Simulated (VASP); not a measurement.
# ZnCu (P4/mmm) in VASP: further runs

Runs on ZnCu. Level: LDA. Tasks: single point.

All numbers are computed with VASP 6.6.1; they aren't measurements. Logs are shortened: lines on timing, memory, paths and dates and some standing lists are left out, and cuts for length are marked.

## (1) The cell of the first run

Symmetry: P4/mmm, No. 123, tetragonal system. Conventional cell: a = 3.092 Å, b = 3.092 Å, c = 2.945 Å, α = 90.00°, β = 90.00°, γ = 90.00°. Around Zn (site symmetry 4/mmm) lie 8 Cu at 2.64 Å and 2 Zn at 2.94 Å. Around Cu (site symmetry 4/mmm) lie 8 Zn at 2.64 Å and 2 Cu at 2.94 Å.

## (2) Single point, LDA (strain +0.050 along x and y, +0.000 along z, atoms carried along)

INCAR reads:

```
PREC = Accurate ; ENCUT = 520
EDIFF = 1E-7 ; ISMEAR = 0
SIGMA = 0.15 ; LREAL = False
LASPH = True ; NELM = 80
ALGO = Fast ; ISIF = 2
LWAVE = False ; LCHARG = True
LELF = True ; LVHAR = True
NBANDS = 18
```

KPOINTS reads:

```
regular mesh
0
Gamma
  16 16 16
```

POSCAR reads:

```
ZnCu
1.0
    3.0922500000      0.0000000000      0.0000000000
    0.0000000000      3.0922500000      0.0000000000
    0.0000000000      0.0000000000      2.9450000000
Zn Cu
1 1
Direct
    0.5000000000      0.5000000000      0.5000000000
    0.0000000000      0.0000000000      0.0000000000
```

Potentials or basis: VASP PAW LDA potentials, release 64 (Zn, Cu).

On the command line:

```bash
cat potpaw_LDA.64/Zn/POTCAR potpaw_LDA.64/Cu/POTCAR > POTCAR
mpirun -np 1 vasp_std > vasp.out
```

OUTCAR:

```text
PREC = Accurate
   ENCUT = 520
   EDIFF = 1E-7
   ISMEAR = 0
   LREAL = False
   LASPH = True
   NELM = 80
   ISIF = 2

 ion  position               nearest neighbor table
   1  0.500  0.500  0.500-   2 2.64   2 2.64   2 2.64   2 2.64   2 2.64   2 2.64   2 2.64   2 2.64

   2  0.000  0.000  0.000-   1 2.64   1 2.64   1 2.64   1 2.64   1 2.64   1 2.64   1 2.64   1 2.64

  LATTYP: Found a simple tetragonal cell.
 ALAT       =     3.0922500000
 C/A-ratio  =     0.9523809524

  Lattice vectors:

 A1 = (   3.0922500000,   0.0000000000,   0.0000000000)
 A2 = (   0.0000000000,   3.0922500000,   0.0000000000)
 A3 = (   0.0000000000,   0.0000000000,   2.9450000000)

Analysis of symmetry for initial positions (statically):
=====================================================================
 Subroutine PRICEL returns:
 Original cell was already a primitive cell.

 Routine SETGRP: Setting up the symmetry group for a
 simple tetragonal supercell.

 Subroutine GETGRP returns: Found 16 space group operations
 (whereof 16 operations were pure point group operations)
 out of a pool of 16 trial point group operations.

The static configuration has the point symmetry D_4h.

Analysis of symmetry for dynamics (positions and initial velocities):
=====================================================================
 Subroutine PRICEL returns:
 Original cell was already a primitive cell.

 Routine SETGRP: Setting up the symmetry group for a
 simple tetragonal supercell.

 Subroutine GETGRP returns: Found 16 space group operations
 (whereof 16 operations were pure point group operations)
 out of a pool of 16 trial point group operations.

The dynamic configuration has the point symmetry D_4h.

 Subroutine INISYM returns: Found 16 space group operations
 (whereof 16 operations are pure point group operations),
 and found     1 'primitive' translations

----------------------------------------------------------------------------------------

                                     Primitive cell

  volume of cell :      28.1601

  direct lattice vectors                    reciprocal lattice vectors
     3.092250000  0.000000000  0.000000000     0.323389118  0.000000000  0.000000000
     0.000000000  3.092250000  0.000000000     0.000000000  0.323389118  0.000000000
     0.000000000  0.000000000  2.945000000     0.000000000  0.000000000  0.339558574

  length of vectors
     3.092250000  3.092250000  2.945000000     0.323389118  0.323389118  0.339558574

  position of ions in fractional coordinates (direct lattice)
     0.500000000  0.500000000  0.500000000
     0.000000000  0.000000000  0.000000000

  ion indices of the primitive-cell ions
   primitive index   ion index
                 1           1
                 2           2

----------------------------------------------------------------------------------------

 KPOINTS: regular mesh

Automatic generation of k-mesh.
 Grid dimensions read from file:
 generate k-points for:   16   16   16

 Generating k-lattice:

  Cartesian coordinates                     Fractional coordinates (reciprocal lattice)
     0.020211820  0.000000000  0.000000000     0.062500000  0.000000000  0.000000000
     0.000000000  0.020211820  0.000000000     0.000000000  0.062500000  0.000000000
     0.000000000  0.000000000  0.021222411     0.000000000  0.000000000  0.062500000

  Length of vectors
     0.020211820  0.020211820  0.021222411

  Shift w.r.t. Gamma in fractional coordinates (k-lattice)
     0.000000000  0.000000000  0.000000000

 Subroutine IBZKPT returns following result:
 ===========================================

 Found    405 irreducible k-points:

 Following reciprocal coordinates:
            Coordinates               Weight
  0.000000  0.000000  0.000000      1.000000
  0.062500  0.000000  0.000000      4.000000
  0.125000  0.000000  0.000000      4.000000
  0.187500  0.000000  0.000000      4.000000
  0.250000  0.000000  0.000000      4.000000
  0.312500  0.000000  0.000000      4.000000
[... 16 lines left out ...]
  0.437500  0.125000  0.000000      8.000000
  0.500000  0.125000  0.000000      4.000000
 [... further k-points ...]
   k-points           NKPTS =    405   k-points in BZ     NKDIM =    405   number of bands    NBANDS=     18
   number of dos      NEDOS =    301   number of ions     NIONS =      2
   total plane-waves  NPLWV =  13824
   dimension x,y,z NGX =    24 NGY =   24 NGZ =   24
   dimension x,y,z NGXF=    48 NGYF=   48 NGZF=   48
   ions per type =               1   1
   NGX,Y,Z   is equivalent  to a cutoff of  12.90, 12.90, 13.55 a.u.
   NGXF,Y,Z  is equivalent  to a cutoff of  25.81, 25.81, 27.10 a.u.
 SYSTEM =  unknown system
   PREC   = accura    normal or accurate (medium, high low for compatibility)
   ISTART =      0    job   : 0-new  1-cont  2-samecut
   ICHARG =      2    charge: 1-file 2-atom 10-const
   ISPIN  =      1    spin polarized calculation?
   LNONCOLLINEAR =      F non collinear calculations
   LSORBIT =      F    spin-orbit coupling
   LASPH  =      T    aspherical Exc in radial PAW
   ENCUT  =  520.0 eV  38.22 Ry    6.18 a.u.   5.75  5.75  5.48*2*pi/ulx,y,z
   NELM   =     80;   NELMIN=  2; NELMDL= -5     # of ELM steps
   EDIFF  = 0.1E-06   stopping-criterion for ELM
   LREAL  =      F    real-space projection
   EDIFFG = 0.1E-05   stopping-criterion for IOM
   NSW    =      0    number of steps for IOM
   IBRION =     -1    ionic relax: 0-MD 1-quasi-New 2-CG
   NFREE  =      0    steps in history (QN), initial steepest desc. (CG)
   ISIF   =      2    stress and relaxation
   ISYM   =      2    0-nonsym 1-usesym 2-fastsym
   POTIM  = 0.5000    time-step for ionic-motion
   TEBEG  =    0.0;   TEEND  =   0.0 temperature during run
   PSTRESS=    0.0 pullay stress
   NELECT =      23.0000    total number of electrons
   NUPDOWN=      -1.0000    fix difference up-down
   EMIN   =  10.00;   EMAX   =-10.00  energy-range for DOS
   EFERMI =   0.00;   METHOD = LEGACY
   ISMEAR =     0;   SIGMA  =   0.15  broadening in eV -4-tet -1-fermi 0-gaus
   EFERMI_NEDOS =   21; number of points for ismear=-14 and -15
   IALGO  =     68    algorithm
   IMIX   =      4    mixing-type and parameters
     AMIX     =   0.40;   BMIX     =  1.00
     AMIX_MAG =   1.60;   BMIX_MAG =  1.00
  volume/ion in A,a.u.               =      14.08        95.02
  Fermi-wavevector in a.u.,A,eV,Ry     =   1.530286  2.891821 31.861787  2.341775
  Thomas-Fermi vector in A             =   2.637790
   LORBIT       =      0    0 simple, 1 ext, 2 COOP (PROOUT), +10 PAW based schemes
   GGA     = CA    functional components
   LHFCALC =     F    Hartree Fock is set to
   AEXX    =    0.0000 exact exchange contribution
   IVDW    =     0    specifies the selected vdW correction
   LEPSILON=     F    determine dielectric tensor
   LRPA    =     F    only Hartree local field effects (RPA)
 non-spin polarized calculation
 RMM-DIIS sequential band-by-band and
 Gauss-broadening in eV      SIGMA  =   0.15
  energy-cutoff  :      520.00
  volume of cell :       28.16
 maximum number of plane-waves:       778
 NGX is ok and might be reduce to    24
   NGX = 11   NGY = 11   NGZ = 11

 number of electron      22.9999977 magnetization

 Free energy of the ion-electron system (eV)
  ---------------------------------------------------
  ext. energy  EPLUGINS =         0.00000000
  ---------------------------------------------------
  free energy    TOTEN  =        -6.52550635 eV

  energy without entropy =       -6.51922802  energy(sigma->0) =       -6.52236719

 E-fermi :   4.3785     XC(G=0): -12.2176

 val. band max:        4.3740698806   @ k =   0.4375   0.1875   0.4375
 cond. band min:       4.3889264569   @ k =   0.5000   0.4375   0.2500
 fundamental gap:      0.0148565763
 Fermi energy:         4.3785398962

 k-point     1 :       0.0000    0.0000    0.0000
  band No.  band energies     occupation
      1      -5.2023      2.00000
      2      -3.2337      2.00000
      3      -3.2002      2.00000
      4      -2.7066      2.00000
      5      -2.6530      2.00000
      6      -2.6530      2.00000
[... 10 lines left out ...]
     17      16.2726      0.00000
     18      25.8960      0.00000

 k-point     2 :       0.0625    0.0000    0.0000
  band No.  band energies     occupation
      1      -5.1385      2.00000
      2      -3.2271      2.00000
      3      -3.1894      2.00000
      4      -2.7113      2.00000
      5      -2.6572      2.00000
      6      -2.6510      2.00000
[... 10 lines left out ...]
     17      16.3068      0.00000
     18      24.9476      0.00000

 k-point     3 :       0.1250    0.0000    0.0000
  band No.  band energies     occupation
      1      -4.9490      2.00000
      2      -3.2095      2.00000
      3      -3.1561      2.00000
      4      -2.7244      2.00000
      5      -2.6694      2.00000
      6      -2.6452      2.00000
[... 10 lines left out ...]
     17      17.0385      0.00000
     18      23.8702      0.00000

 k-point     4 :       0.1875    0.0000    0.0000
  band No.  band energies     occupation
      1      -4.6396      2.00000
      2      -3.1841      2.00000
      3      -3.0991      2.00000
      4      -2.7441      2.00000
      5      -2.6875      2.00000
      6      -2.6365      2.00000
[... 375 lines left out ...]
      4      -2.7552      2.00000
      5      -2.6374      2.00000
      6      -2.2573      2.00000
[... 10 lines left out ...]
     17      18.7457      0.00000
     18      19.1830      0.00000

 k-point    23 :       0.4375    0.1250    0.0000
  band No.  band energies     occupation
      1      -3.2039      2.00000
      2      -3.0167      2.00000
      3      -2.9374      2.00000
      4      -2.7679      2.00000
      5      -2.6345      2.00000
      6      -1.6020      2.00000
[... 10 lines left out ...]
     17      18.2254      0.00000
     18      19.3848      0.00000

 k-point    24 :       0.5000    0.1250    0.0000
  band No.  band energies     occupation
      1      -3.1760      2.00000
      2      -2.9921      2.00000
      3      -2.9549      2.00000
      4      -2.7724      2.00000
      5      -2.6335      2.00000
      6      -0.9183      2.00000
[... 10 lines left out ...]
     17      18.5905      0.00000
     18      19.3895      0.00000

 [... further k-points ...]

------------------------ aborting loop because EDIFF is reached ----------------------------------------

  FORCE on cell =-STRESS in cart. coord.  units (eV):
  Direction    XX          YY          ZZ          XY          YZ          ZX
  --------------------------------------------------------------------------------------
  -------------------------------------------------------------------------------------
  Total       -2.9461359     -2.9461359     -2.9332392      0.0000000      0.0000000      0.0000000
  in kB     -167.6211683   -167.6211683   -166.8874099      0.0000000      0.0000000      0.0000000
  external PRESSURE =    -167.3765822 kB  Pullay stress =       0.0000000 kB

 VOLUME and BASIS-vectors are now :
 -----------------------------------------------------------------------------
  energy-cutoff  :      520.00
  volume of cell :       28.16
      direct lattice vectors                 reciprocal lattice vectors
     3.092250000  0.000000000  0.000000000     0.323389118  0.000000000  0.000000000
     0.000000000  3.092250000  0.000000000     0.000000000  0.323389118  0.000000000
     0.000000000  0.000000000  2.945000000     0.000000000  0.000000000  0.339558574

 POSITION                                       TOTAL-FORCE (eV/Angst)
 -----------------------------------------------------------------------------------
      1.54612      1.54612      1.47250         0.000000      0.000000      0.000000
      0.00000      0.00000      0.00000         0.000000      0.000000      0.000000
 -----------------------------------------------------------------------------------
    total drift:                                0.000000      0.000000     -0.000000

  FREE ENERGIE OF THE ION-ELECTRON SYSTEM (eV)
  ---------------------------------------------------
  free  energy   TOTEN  =        -6.5255063472 eV

  energy  without entropy=       -6.5192280245  energy(sigma->0) =       -6.52236719
```

It took 2 min on 1 thread of AMD EPYC 9R45 (Zen 5), shared host; peak memory 0.27 GiB.

What came out:

- Free energy: -6.5255 eV
- Pressure: -16.7 GPa
- Band gap on the k mesh: none (metal or under the smearing width)

Caveat: so large a pressure means that the cell lies far from this level's equilibrium, or that cutoff or potentials fall short.

(Continued in part 2 of 2.)
